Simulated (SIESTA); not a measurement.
# MoS2 in SIESTA: the effect of functional

MoS2:

```
CELL_PARAMETERS angstrom
1.58000 0.91221 6.15000
-1.58000 0.91221 6.15000
0.00000 -1.82443 6.15000
ATOMIC_POSITIONS crystal
Mo 0.00000 0.00000 0.00000
S 0.41700 0.41700 0.41700
S 0.25000 0.25000 0.25000
```

Measurements of this composition are mostly on another form, of space group No. 194.

Alike in all runs:

```yaml
Program: SIESTA 5.4.2
Task: single point
Basis: DZP (energy shift 0.003 Ry; two zetas on semicore shells)
Grid_cutoff: 800 Ry
Energy_shift: 0.003 Ry
k_mesh: 7 × 7 × 7
Occupations: fermi-dirac, width 0.05 eV
Spin: no spin polarisation
```

```tsv
functional	potentials or basis	gap on the mesh (eV)	pressure (GPa)	largest force (eV/Å)
LDA	PseudoDojo 0.4 standard (LDA files)	1.08	0.6	0.53
PBEsol	PseudoDojo 0.4 standard (PBEsol files)	1.10	3.4	0.71
AM05	PseudoDojo 0.4 standard (PBEsol files)	1.13	3.0	0.58
WC	PseudoDojo 0.4 standard (PBEsol files)	1.10	4.2	0.79
PW91	PseudoDojo 0.4 standard (PBE files)	?	?	?
revPBE	PseudoDojo 0.4 standard (PBE files)	1.17	10.0	0.97
RPBE	PseudoDojo 0.4 standard (PBE files)	1.18	10.6	0.98
BLYP	PseudoDojo 0.4 standard (PBE files)	1.15	16.2	1.39
```

Problem. What does the run with functional PW91 give?

Solution. gap on the mesh 1.13 eV; pressure 8.8 GPa; largest force 1.00 eV/Å.

Caveats: an odd mesh through Γ misses points on the zone boundary, where band edges often lie; the basis of atomic orbitals isn't converged, which shifts pressures, moduli and gaps; the potentials were made for another functional, which shifts forces and pressure (some runs).

Runs at the PBE level aren't shown here.
